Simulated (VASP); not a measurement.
Write the native input for VASP 6.6.1 that does the following.

```
Task                   : core levels
Functional             : LDA
Potentials or basis    : VASP PAW LDA potentials, release 64 (Ru_pv)
Cutoff                 : 520 eV
k mesh                 : 7 × 7 × 4
Occupations            : methfessel-paxton, width 0.1 eV
Spin                   : no spin polarisation
Further INCAR settings : ALGO = Fast; EDIFF = 1e-06
```

The structure of Ru lies in POSCAR:

```
Ru
1.0
    5.4116000000      0.0000000000      0.0000000000
   -2.7058000000      4.6865830750      0.0000000000
    0.0000000000      0.0000000000      8.5638000000
Ru
16
Direct
    0.1666666666      0.3333333334      0.1250000000
    0.1666666666      0.3333333334      0.6250000000
    0.1666666666      0.8333333333      0.1250000000
    0.1666666666      0.8333333333      0.6250000000
    0.6666666666      0.3333333334      0.1250000000
    0.6666666666      0.3333333334      0.6250000000
    0.6666666666      0.8333333333      0.1250000000
    0.6666666666      0.8333333333      0.6250000000
    0.3333333334      0.1666666666      0.3750000000
    0.3333333334      0.1666666666      0.8750000000
    0.3333333334      0.6666666666      0.3750000000
    0.3333333334      0.6666666666      0.8750000000
    0.8333333333      0.1666666666      0.3750000000
    0.8333333333      0.1666666666      0.8750000000
    0.8333333333      0.6666666666      0.3750000000
    0.8333333333      0.6666666666      0.8750000000
```

One way to write it, as run:

INCAR

```
SYSTEM = Ru
ALGO = Fast
EDIFF = 1E-6
ENCUT = 520
ICORELEVEL = 1
ISIF = 2
ISMEAR = 1
KPAR = 4
LASPH = .TRUE.
LCHARG = .FALSE.
LREAL = .FALSE.
LWAVE = .FALSE.
NELM = 100
PREC = Accurate
SIGMA = 0.1
```

KPOINTS

```
k-points
0
G
  7 7 4
  0 0 0
```

Potentials or basis: VASP PAW LDA potentials, release 64 (Ru_pv).

Command:

```bash
$ cat potpaw_LDA.64/Ru_pv/POTCAR > POTCAR
$ mpirun -np 4 vasp_std > vasp.out
```

Results of the run:

The pressure is -11.5 GPa and the band gap on the k mesh is none (metal or under the smearing width).

Wall time 5.4 min on 4 MPI ranks on Intel(R) Xeon(R) Platinum 8259CL CPU @ 2.50GHz (Skylake/Cascade Lake) (shared host), peak memory 0.54 GiB a rank.
